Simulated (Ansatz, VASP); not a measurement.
# BP: VASP beside Ansatz, part 2 of 2

Aim: how closely do two programs agree when they are given the same cell, functional and k mesh?

VASP 6.6.1 and Ansatz 0.2.0.

So far: Starting point; Ansatz: G0W0 gap, PBE.

## (3) VASP: G0W0 gap, PBE

Level of this step: G0W0 on PBE; plane waves and PAW (B_GW, P_GW) (VASP).

The same cell, functional and mesh now go to VASP, with its own data sets and cutoff.

Lines of VASP's logs that name or quote its potential files are left out, and so is its time.

The run reads the wave functions of an earlier VASP run, which isn't shown here.

The input, INCAR:

```
SYSTEM = BP
PREC = Accurate
ENCUT = 340
ISMEAR = 0
SIGMA = 0.01
LREAL = .FALSE.
GGA = PE
NBANDS = 56
ALGO = EVGW0
NELMGW = 1
ENCUTGW = 100
NOMEGA = 48
PRECFOCK = Fast
NBANDSGW = 16
LWAVE = .FALSE.
LCHARG = .FALSE.
```

The input, POSCAR:

```
BP
1.0
    0.0000000000      2.2690000000      2.2690000000
    2.2690000000      0.0000000000      2.2690000000
    2.2690000000      2.2690000000      0.0000000000
B P
1 1
Direct
    0.0000000000      0.0000000000      0.0000000000
    0.2500000000      0.2500000000      0.2500000000
```

The input, KPOINTS:

```
Automatic mesh
0
Gamma
4 4 4
0 0 0
```

The projector-augmented-wave data sets are B_GW and P_GW (PBE family, release 64).

Started as:

```sh
> mpirun -np 8 vasp_std
```

Numbers of over 12 decimals in the logs are rounded to 6 here.

Log:

```text
[banner, memory and clock lines left out]
running    8 mpi-ranks, on    1 nodes
 distrk:  each k-point on    8 cores,    1 groups
 distr:  one band on    1 cores,    8 groups

 POSCAR found type information on POSCAR B P
 POSCAR found :  2 types and       2 ions
|                                                                             |
|           W    W    AA    RRRRR   N    N  II  N    N   GGGG   !!!           |
|           W    W   A  A   R    R  NN   N  II  NN   N  G    G  !!!           |
|           W    W  A    A  R    R  N N  N  II  N N  N  G       !!!           |
|           W WW W  AAAAAA  RRRRR   N  N N  II  N  N N  G  GGG   !            |
|           WW  WW  A    A  R   R   N   NN  II  N   NN  G    G                |
|           W    W  A    A  R    R  N    N  II  N    N   GGGG   !!!           |
|                                                                             |
|     For optimal performance we recommend to set                             |
|       NCORE = 2 up to number-of-cores-per-socket                            |
|     NCORE specifies how many cores store one orbital (NPAR=cpu/NCORE).      |
|     This setting can greatly improve the performance of VASP for DFT.       |
|     The default, NCORE=1 might be grossly inefficient on modern             |
|     multi-core architectures or massively parallel machines. Do your        |
|     Unfortunately you need to use the default for GW and RPA                |
|     calculations (for HF NCORE is supported but not extensively tested      |
|     yet).                                                                   |
|                                                                             |

|                                                                             |
|           W    W    AA    RRRRR   N    N  II  N    N   GGGG   !!!           |
|           W    W   A  A   R    R  NN   N  II  NN   N  G    G  !!!           |
|           W    W  A    A  R    R  N N  N  II  N N  N  G       !!!           |
|           W WW W  AAAAAA  RRRRR   N  N N  II  N  N N  G  GGG   !            |
|           WW  WW  A    A  R   R   N   NN  II  N   NN  G    G                |
|           W    W  A    A  R    R  N    N  II  N    N   GGGG   !!!           |
|                                                                             |
|     The default for ENCUTGWSOFT is different in this version of VASP.       |
|     please manually set ENCUTGWSOFT =100 in the INCAR file.                 |
|                                                                             |

 LDA part: xc-table for (Slater+PW92), standard interpolation
 found WAVECAR, reading the header
 POSCAR, INCAR and KPOINTS ok, starting setup
 FFT: planning ... GRIDC
 FFT: planning ... GRID_SOFT
 FFT: planning ... GRID
 reading WAVECAR
 the WAVECAR file was read successfully
 initial charge from wavefunction
 available memory per node:     68.88 GB, setting MAXMEM to     70531

 The Fermi energy was updated, please check that it is located mid-gap
 values below the HOMO (VB) or above the LUMO (CB) will cause erroneous energies
 E-fermi :   7.8314

 calculate exact exchange contribution
 the WAVEDER file was read successfully
energies w=
    0.000    0.000    0.558    0.000    1.113    0.000    1.664    0.000
    2.209    0.000    2.746    0.000    3.273    0.000    3.792    0.000
    4.300    0.000    4.799    0.000    5.289    0.000    5.771    0.000
    6.246    0.000    6.716    0.000    7.182    0.000    7.645    0.000
    8.108    0.000    8.572    0.000    9.039    0.000    9.513    0.000
    9.994    0.000   10.487    0.000   10.993    0.000   11.516    0.000
   12.061    0.000   12.631    0.000   13.232    0.000   13.869    0.000
   14.550    0.000   15.284    0.000   16.079    0.000   16.951    0.000
   17.914    0.000   18.989    0.000   20.203    0.000   21.588    0.000
   23.192    0.000   25.076    0.000   27.327    0.000   30.071    0.000
   33.495    0.000   37.891    0.000   43.742    0.000   51.908    0.000
   64.075    0.000   84.081    0.000  122.937    0.000  230.287    0.000
 responsefunction array rank=      64
 LDA part: xc-table for (Slater+PW92), standard interpolation

 min. memory requirement per mpi rank     48.1 MB, per node    385.2 MB

 allocating   6 responsefunctions rank=    64
 shmem allocating  48 responsefunctions rank=    64
 response function shared by NCSHMEM nodes    1
 Doing            6  frequencies on each core in blocks of           48
NQ=   1    0.0000    0.0000    0.0000,
|.........|.........|.........|.........|.........|.........|.........|.........
 performed         40000 updates of chi_q(r,r)
 total number of BLAS operations          1.14 Gflops
NQ=   2    0.2500    0.0000    0.0000,
|.........|.........|.........|.........|.........|.........|.........|.........
 performed        131000 updates of chi_q(r,r)
 total number of BLAS operations          3.59 Gflops
NQ=   3    0.5000    0.0000    0.0000,
|.........|.........|.........|.........|.........|.........|.........|.........
 performed        207000 updates of chi_q(r,r)
 total number of BLAS operations          5.25 Gflops
NQ=   4    0.2500    0.2500    0.0000,
|.........|.........|.........|.........|.........|.........|.........|.........
 performed        298000 updates of chi_q(r,r)
 total number of BLAS operations          7.23 Gflops
NQ=   5    0.5000    0.2500    0.0000,
|.........|.........|.........|.........|.........|.........|.........|.........
 performed        428000 updates of chi_q(r,r)
 total number of BLAS operations         10.16 Gflops
NQ=   6   -0.2500    0.2500    0.0000,
|.........|.........|.........|.........|.........|.........|.........|.........
 performed        544000 updates of chi_q(r,r)
 total number of BLAS operations         13.18 Gflops
NQ=   7    0.5000    0.5000    0.0000,
|.........|.........|.........|.........|.........|.........|.........|.........
 performed        610000 updates of chi_q(r,r)
 total number of BLAS operations         14.40 Gflops
NQ=   8   -0.2500    0.5000    0.2500,
|.........|.........|.........|.........|.........|.........|.........|.........
 performed        697000 updates of chi_q(r,r)
 total number of BLAS operations         16.59 Gflops
 resolving degeneracies of screened two electron integrals

 calculate QP shifts <psi_nk| G(iteration)W_0 |psi_nk>: iteration 1
 entering main loop
```

From OUTCAR (step 3):

```text
ion  position               nearest neighbor table
   1  0.000  0.000  0.000-   2 1.97   2 1.97   2 1.97   2 1.97
   2  0.250  0.250  0.250-   1 1.97   1 1.97   1 1.97   1 1.97

  LATTYP: Found a face centered cubic cell.
 ALAT       =     4.5380000000

 Subroutine GETGRP returns: Found 24 space group operations
 (whereof 24 operations were pure point group operations)

The static configuration has the point symmetry T_d .

 Found      8 irreducible k-points:

   k-points           NKPTS =      8   k-points in BZ     NKDIM =     64   number of bands    NBANDS=     56

   dimension x,y,z NGX =    20 NGY =   20 NGZ =   20
   dimension x,y,z NGXF=    40 NGYF=   40 NGZF=   40

   ENCUT  =  340.0 eV  24.99 Ry    5.00 a.u.   4.82  4.82  4.82*2*pi/ulx,y,z

   NELECT =       8.0000    total number of electrons

  energy-cutoff  :      340.00
  volume of cell :       23.36
      direct lattice vectors                 reciprocal lattice vectors
     0.000000000  2.269000000  2.269000000    -0.220361393  0.220361393  0.220361393
     2.269000000  0.000000000  2.269000000     0.220361393 -0.220361393  0.220361393
     2.269000000  2.269000000  0.000000000     0.220361393  0.220361393 -0.220361393

 k-points in reciprocal lattice and weights: Automatic mesh
   0.00000000  0.00000000  0.00000000       0.016
   0.25000000  0.00000000  0.00000000       0.125
   0.50000000  0.00000000  0.00000000       0.062
   0.25000000  0.25000000  0.00000000       0.094
   0.50000000  0.25000000  0.00000000       0.375
  -0.25000000  0.25000000  0.00000000       0.188
   0.50000000  0.50000000  0.00000000       0.047
  -0.25000000  0.50000000  0.25000000       0.094

 E-fermi :   7.8314

 QP shifts <psi_nk| G(iteration)W_0 |psi_nk>: iteration 1
 for sc-GW calculations column KS-energies equals QP-energies in previous step
 and V_xc(KS)=  KS-energies - (<T + V_ion + V_H > + <T+V_H+V_ion>^1  + <V_x>^1)
 k-point   1 :       0.0000    0.0000    0.0000
  band No.  KS-energies  QP-energies   sigma(KS)   V_xc(KS)     V^pw_x(r,r')   Z            occupation Imag(sigma)
      1      -8.3013      -8.9970     -13.0105     -12.0544     -20.4615       0.7277       2.0000       1.4513
      2       7.1745       6.8968     -13.6660     -13.3134     -15.2441       0.7877       2.0000       0.0696
      3       7.1745       6.8968     -13.6660     -13.3134     -15.2441       0.7877       2.0000       0.0696
      4       7.1745       6.8968     -13.6660     -13.3134     -15.2441       0.7877       2.0000       0.0696
      5      10.5606      11.0917     -11.3929     -12.0718      -6.9513       0.7824       0.0000      -0.0871
      6      10.5606      11.0917     -11.3929     -12.0718      -6.9513       0.7824       0.0000      -0.0871
      7      10.5606      11.0917     -11.3929     -12.0718      -6.9513       0.7824       0.0000      -0.0871
      8      14.5486      15.1363     -11.9846     -12.7568      -6.0827       0.7611       0.0000      -0.1998
    ...

 k-point   2 :       0.2500    0.0000    0.0000
  band No.  KS-energies  QP-energies   sigma(KS)   V_xc(KS)     V^pw_x(r,r')   Z            occupation Imag(sigma)
      1      -7.1949      -7.8438     -13.0578     -12.1553     -20.1353       0.7190       2.0000       1.2555
      2       2.3209       1.7890     -13.1346     -12.4295     -16.1702       0.7544       2.0000       0.1531
      3       6.0560       5.7148     -13.5016     -13.0652     -15.3442       0.7817       2.0000       0.0770
      4       6.0560       5.7148     -13.5016     -13.0652     -15.3442       0.7817       2.0000       0.0770
      5      11.1625      11.6446     -11.5035     -12.1199      -6.8138       0.7821       0.0000      -0.0987
      6      11.9202      12.4931     -11.3736     -12.1114      -6.5616       0.7765       0.0000      -0.1081
      7      11.9202      12.4931     -11.3736     -12.1114      -6.5616       0.7765       0.0000      -0.1081
      8      16.7895      17.3221     -11.3283     -12.0368      -4.9593       0.7516       0.0000      -0.3024
    ...

 k-point   3 :       0.5000    0.0000    0.0000
  band No.  KS-energies  QP-energies   sigma(KS)   V_xc(KS)     V^pw_x(r,r')   Z            occupation Imag(sigma)
      1      -4.9732      -5.5408     -13.3883     -12.6021     -19.7056       0.7219       2.0000       0.9057
      2      -1.8732      -2.5231     -12.6549     -11.7580     -17.4418       0.7246       2.0000       0.4377
      3       5.4150       5.0198     -13.5499     -13.0413     -15.6873       0.7770       2.0000       0.0874
      4       5.4150       5.0198     -13.5499     -13.0413     -15.6873       0.7770       2.0000       0.0874
      5      10.9403      11.3977     -11.5096     -12.0955      -6.7760       0.7807       0.0000      -0.0995
      6      11.8630      12.3906     -10.9060     -11.5796      -6.0545       0.7833       0.0000      -0.1108
      7      11.8630      12.3906     -10.9060     -11.5796      -6.0545       0.7833       0.0000      -0.1108
      8      17.2987      17.5297      -9.8272     -10.1303      -3.4263       0.7620       0.0000      -0.3369
    ...

 k-point   4 :       0.2500    0.2500    0.0000
  band No.  KS-energies  QP-energies   sigma(KS)   V_xc(KS)     V^pw_x(r,r')   Z            occupation Imag(sigma)
      1      -6.8187      -7.4566     -13.0662     -12.1820     -20.0111       0.7214       2.0000       1.1925
      2       3.4747       2.9884     -13.7268     -13.0882     -16.5143       0.7614       2.0000       0.1296
      3       4.4353       3.9951     -13.2279     -12.6579     -15.5399       0.7722       2.0000       0.0964
      4       4.4353       3.9951     -13.2279     -12.6579     -15.5399       0.7722       2.0000       0.0964
      5       8.9727       9.3301     -10.8576     -11.3085      -6.6662       0.7928       0.0000      -0.0761
      6      12.1034      12.4515     -10.1908     -10.6317      -5.1941       0.7894       0.0000      -0.1209
      7      14.8803      15.5726     -11.7884     -12.6967      -6.1770       0.7621       0.0000      -0.1945
      8      14.8803      15.5726     -11.7884     -12.6967      -6.1770       0.7621       0.0000      -0.1945
    ...

[... 4 further parts left out ...]
```

## (4) Differences

Known differences besides the potentials themselves: the two programs' PAW sets differ in cores and partial waves; the cutoff is 420 eV in Ansatz and 340 eV in VASP; VASP leaves aspherical gradient terms in its spheres out (LASPH is not set), Ansatz keeps them; Ansatz integrates over frequency by contour deformation, VASP on a grid of NOMEGA points. Total energies have different zeros and are not compared.

Both answers:

```
                 quantity  Ansatz  VASP  difference
G0W0 gap on the mesh (eV)    1.85  1.84       +0.02
    PBE gap under it (eV)    1.32  1.31        0.00
```

## (5) Outcome

| Quantity | Value |
| --- | --- |
| difference in G0W0 gap on the mesh (G0W0 gap, PBE) | 0.018 eV |

The difference in G0W0 gap on the mesh is 0.018 eV (G0W0 gap, PBE), within the 0.15 eV picked in this series as the mark of a large difference. How closely two codes agree says nothing of how well the functional describes the real material.

[Lines on the potential files, build, host, timing and source positions are cut from VASP's logs without a mark.]

[Logs are printed without paths, hosts, clocks, repeated set-up lines and the standing remarks that a program may print on its own settings, such as how far it seeks lower states.]

[Hosts, paths, dates, database ids (printed as entryN), source tags and the programs' standing remarks are cut or masked in the printed files.]
